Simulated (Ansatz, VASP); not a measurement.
# Two plane-wave programs on Si

```
Si
1.0
     0.00000    2.71692    2.71692
     2.71692    0.00000    2.71692
     2.71692    2.71692    0.00000
Si
2
Direct
  0.75000 0.75000 0.75000
  0.50000 0.50000 0.50000
```

Alike in both runs: functional PBEsol; k mesh 8 × 8 × 8; occupations gaussian, width 0.02 eV; no spin polarisation.

Ansatz relaxed the structure, and its values are those at the end. VASP's run is a single point on that final structure, the one shown.

|  | VASP | Ansatz |
| --- | --- | --- |
| version | VASP 6.6.1 | Ansatz 0.2.0 |
| potentials or method | VASP PAW PBE potentials, release 64 (Si) | scalar-relativistic, plane waves, PAW |
| plane-wave cutoff (eV) | 520 | 420 |
| valence electrons in the cell | 8 | 8 |

```csv
,VASP,Ansatz,Ansatz less VASP
gap on the k mesh at the Fermi level (eV),0.51,0.51,+0.005
least direct gap on the mesh (eV),2.52,2.52,+0.003
pressure (GPa),0.1,0.0,-0.11
```

The functional is the same, so the differences come from potentials, cutoffs and numerics.

Caveats: the PAW data sets were made with another functional, which shifts forces and pressure a little (VASP). A k mesh can miss the band edges. As with any semilocal functional, this PBEsol gap is likely too small.
